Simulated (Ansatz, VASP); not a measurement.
## SnSe2, level by level in two programs

```
Sn Se
1.0
     3.73320    0.00000    0.00000
    -1.86660    3.23305    0.00000
     0.00000    0.00000    6.01074
Sn Se
1 2
Direct
  0.00000 0.00000 0.00000
  0.66667 0.33333 0.75100
  0.33333 0.66667 0.24900
```

Change from the starting cell: volume scaled by 0.94.

Single points on this cell with VASP 6.6.1 and Ansatz 0.2.0. Each row is one pair of runs. Alike in all rows: spin: off; k mesh: 8 × 8 × 5; smearing: fermi-dirac, width 0.05 eV; VASP's potentials, cutoff: VASP PAW PBE potentials, release 64 (Sn_d, Se), 520 eV.

```tsv
level	Ansatz's potentials, cutoff	gap on the k mesh at the Fermi level (eV), VASP	gap on the k mesh at the Fermi level (eV), Ansatz	least direct gap on the mesh (eV), VASP	least direct gap on the mesh (eV), Ansatz	pressure (GPa), VASP	pressure (GPa), Ansatz
PBE	PseudoDojo standard (PBE files), 1170 eV	0.88	0.87	1.39	1.37	11.5	11.4
PBE	Ansatz PAW, 420 eV	0.88	0.89	1.39	1.40	11.5	11.4
PBE	Ansatz NC, 1170 eV	0.88	0.87	1.39	1.38	11.5	11.4
PBEsol	Ansatz PAW, 420 eV	0.80	0.81	1.28	1.29	8.1	8.0
```

Gap on the k mesh at the fermi level (eV): the two programs differ by at most 0.01; least direct gap on the mesh (eV): the two programs differ by at most 0.021; pressure (GPa): the two programs differ by at most 0.17.

Caveats: spin-orbit coupling is left out, which moves the levels of the heavy elements (some rows); this functional lacks dispersion, which binds the layers, so the pressure and a relaxed spacing across them are unreliable (some rows); forces of over 1 eV/Å show positions far from the minimum, so gaps and moduli don't describe the material at rest (some rows); an odd mesh through Γ misses points on the zone boundary, where band edges often lie (VASP); the PAW data sets were made with another functional, which shifts forces and pressure a little (VASP); odd divisions of the mesh miss points on the zone boundary, where band edges often lie, so the gap on the mesh can be too wide (Ansatz); the PAW data sets come from PBE, with cores solved anew for the run's functional, which leaves a small shift of forces and pressure (Ansatz).
